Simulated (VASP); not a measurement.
Runs of VASP 6.6.1 on BN. Symmetry: P6_3mc, No. 186, hexagonal system. Conventional cell: a = 2.554 Å, b = 2.554 Å, c = 4.227 Å, α = 90.00°, β = 90.00°, γ = 120.00°. Around B (site symmetry 3m) lie 4 N at 1.57 to 1.58 Å. N (site symmetry 3m) is surrounded by 4 B at 1.57 to 1.58 Å. Measurements of this composition are mostly on another form, of space group No. 194.

| task | level | potentials or basis | cell | k mesh | cutoff (eV) | mesh quality | gap on the mesh (eV) | pressure (GPa) | relaxed volume (Å³/atom) |
| --- | --- | --- | --- | --- | --- | --- | --- | --- | --- |
| relaxation of cell and atoms | LDA | VASP PAW LDA potentials, release 64 (B, N) | relaxed | 12 × 12 × 6 | 600 | not flagged | 4.91 | 0.0 | 5.76 |
| relaxation of cell and atoms | PBEsol | VASP PAW PBE potentials, release 64 (B, N) | relaxed | 6 × 6 × 2 | 600 | coarse | (b) | 0.1 | 5.88 |
| single point | PBEsol | VASP PAW PBE potentials, release 64 (B, N) | as given | 12 × 12 × 6 | 520 | not flagged | 4.97 | -5.4 | - |
| relaxation of cell and atoms | PBE | VASP PAW PBE potentials, release 64 (B, N) | relaxed | 12 × 12 × 6 | 600 | not flagged | (a) | 0.0 | 5.97 |
| relaxation of cell and atoms | RPBE | VASP PAW PBE potentials, release 64 (B, N) | relaxed | 12 × 12 × 6 | 600 | not flagged | 5.31 | 0.1 | 6.06 |
| relaxation of cell and atoms | PBEsol | VASP PAW PBE potentials, release 64 (B, N) | relaxed | 12 × 12 × 6 | 600 | not flagged | 4.95 | 0.0 | 5.88 |
| relaxation of cell and atoms | PBE+D3(BJ) | VASP PAW PBE potentials, release 64 (B, N) | relaxed | 12 × 12 × 6 | 600 | not flagged | 5.18 | 0.0 | 5.88 |
| relaxation of cell and atoms | PBEsol | VASP PAW PBE potentials, release 64 (B, N) | relaxed | 12 × 12 × 6 | 580 | not flagged | 4.95 | 0.0 | 5.88 |

Alike in all rows: no spin polarisation; smearing gaussian 0.02 eV.

**Question.** Estimate the missing entries.

**Answer.** (a) 5.21; (b) 4.98.

Caveats: some runs use coarse meshes; the PAW data sets were made with another functional, which shifts forces and pressure a little (some runs).

A k mesh can miss the band edges.
